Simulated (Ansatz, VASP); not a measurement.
## Two plane-wave programs on Se

```
Se
1.0
     3.95663    0.00000    0.00000
    -1.97832    3.42654    0.00000
     0.00000    0.00000    4.98717
Se
3
Cartesian
  0.9787 0.0000 1.6624
  -0.4893 0.8475 3.3248
  1.4890 2.5790 0.0000
```

Alike in both runs: task single point; functional PBE; dispersion D3(BJ); k mesh 12 × 12 × 8; occupations gaussian, width 0.05 eV; no spin polarisation.

|  | VASP | Ansatz |
| --- | --- | --- |
| version | VASP 6.6.1 | Ansatz 0.2.0 |
| potentials or method | VASP PAW PBE potentials, release 64 (Se) | scalar-relativistic, plane waves, PAW |
| plane-wave cutoff (eV) | 520 | 420 |
| valence electrons in the cell | 18 | 48 |

|  | VASP | Ansatz | Ansatz less VASP |
| --- | --- | --- | --- |
| gap on the k mesh at the Fermi level (eV) | 0.54 | 0.55 | +0.013 |
| least direct gap on the mesh (eV) | 0.57 | 0.58 | +0.012 |
| pressure (GPa) | 6.7 | 6.5 | -0.18 |
| largest component of the traceless stress (GPa) | 2.20 | 2.12 | -0.076 |
| rms of the force components (eV/Å) | 0.402 | 0.382 | -0.0192 |

Atom by atom the forces differ by 0.019 eV/Å (rms over components). The two sets of potentials don't hold the same shells in valence.

A k mesh can miss the band edges.
